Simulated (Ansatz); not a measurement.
# Si5H12O4 (Si with 4 oxygen neighbours): the cost of one run

Program: Ansatz 0.2.0. Level of theory: DFT PBE, scalar-relativistic, plane waves, PAW, and further levels as typed in the inputs. These are calculated values, not measurements.

### Step 1. Starting point

Symmetry: P1, No. 1, triclinic system. The conventional cell has a = 15.000 Å, b = 15.000 Å, c = 15.000 Å, α = 90.00°, β = 90.00°, γ = 90.00°. Si (site symmetry 1) has 4 O at 1.73 Å as nearest neighbours. Around O (site symmetry 1) lie 2 Si at 1.72 to 1.73 Å. Around Si (site symmetry 1) lie 3 H at 1.47 Å. Only part of the 21 independent sites is listed.

Structure file:

```cif
data_structure
_symmetry_space_group_name_H-M 'P1'
_symmetry_Int_Tables_number 1
_cell_length_a 15.0000
_cell_length_b 15.0000
_cell_length_c 15.0000
_cell_angle_alpha 90.000
_cell_angle_beta 90.000
_cell_angle_gamma 90.000
_cell_volume 3375.00
loop_
_atom_site_label
_atom_site_type_symbol
_atom_site_symmetry_multiplicity
_atom_site_Wyckoff_symbol
_atom_site_fract_x
_atom_site_fract_y
_atom_site_fract_z
_atom_site_occupancy
Si1 Si 1 a 0.50000 0.50000 0.50000 1
O1 O 1 a 0.48506 0.54231 0.39378 1
Si2 Si 1 a 0.51045 0.65424 0.39786 1
O2 O 1 a 0.61081 0.50983 0.53035 1
Si3 Si 1 a 0.67181 0.44488 0.45789 1
O3 O 1 a 0.43455 0.55908 0.57431 1
Si4 Si 1 a 0.45685 0.51815 0.67927 1
O4 O 1 a 0.46958 0.38879 0.50156 1
Si5 Si 1 a 0.36089 0.38273 0.46497 1
H1 H 1 a 0.50205 0.69207 0.30785 1
H2 H 1 a 0.44806 0.70131 0.45714 1
H3 H 1 a 0.60273 0.66749 0.42842 1
H4 H 1 a 0.76701 0.45426 0.47922 1
H5 H 1 a 0.65789 0.47425 0.36532 1
H6 H 1 a 0.64710 0.35045 0.46755 1
H7 H 1 a 0.43722 0.42212 0.68364 1
H8 H 1 a 0.55052 0.53469 0.70323 1
H9 H 1 a 0.39974 0.56427 0.74420 1
H10 H 1 a 0.35432 0.41356 0.37208 1
H11 H 1 a 0.30216 0.43614 0.52262 1
H12 H 1 a 0.33121 0.28941 0.46873 1
```

### Step 2. Relaxing the atoms: Si5H12O4 in a box, no spin

Contents of input.yaml:

```yaml
crystal:
  lattice:
    - [15.0, 0.0, 0.0]
    - [0.0, 15.0, 0.0]
    - [0.0, 0.0, 15.0]
  atoms:
    - { symbol: Si, position: [0.49999992, 0.49999986, 0.49999993] }
    - { symbol: O, position: [0.48506218, 0.54230771, 0.39377744] }
    - { symbol: Si, position: [0.51044795, 0.65423919, 0.39786453] }
    - { symbol: O, position: [0.61080838, 0.50983054, 0.53035044] }
    - { symbol: Si, position: [0.67181284, 0.44488173, 0.45789416] }
    - { symbol: O, position: [0.43454719, 0.55907561, 0.57431212] }
    - { symbol: Si, position: [0.45685011, 0.51814559, 0.67927455] }
    - { symbol: O, position: [0.46958191, 0.38878557, 0.5015597] }
    - { symbol: Si, position: [0.3608891, 0.38273337, 0.46496675] }
    - { symbol: H, position: [0.50204983, 0.69206702, 0.30784842] }
    - { symbol: H, position: [0.44805871, 0.70130575, 0.45714209] }
    - { symbol: H, position: [0.6027331, 0.66748809, 0.4284168] }
    - { symbol: H, position: [0.76700543, 0.45425591, 0.47922157] }
    - { symbol: H, position: [0.65789271, 0.4742511, 0.36532419] }
    - { symbol: H, position: [0.64710358, 0.35044755, 0.46754553] }
    - { symbol: H, position: [0.4372158, 0.4221197, 0.68363948] }
    - { symbol: H, position: [0.55051935, 0.53468708, 0.70323203] }
    - { symbol: H, position: [0.39973591, 0.56426715, 0.74419872] }
    - { symbol: H, position: [0.3543175, 0.41356118, 0.37207989] }
    - { symbol: H, position: [0.30215904, 0.43614069, 0.52262071] }
    - { symbol: H, position: [0.33120947, 0.2894096, 0.46873097] }
scf:
  occupations: { method: gaussian, width: 0.02 }
output:
  forces: true
  stress: false
  eigenvalues: true
  write_density: true
  write_potential: true
  elf: true
  volumetric_format: npy
kpoints:
  mp_grid: { grid: [1, 1, 1] }
hamiltonian:
  xc: pbe
relax:
  f_tol: 0.02
  max_steps: 80
```

The run is started by

```console
$ ansatz run input.yaml --threads 4 --pin off --max-ram 20480MiB --backend cpu --events-out ev --progress --plain --runs-dir out
```

**Question.** How long does this run take on 4 threads of Intel Xeon 6975P-C (Granite Rapids), shared host, and how much memory does it need?

About 70 s, with a peak of 1.7 GiB.
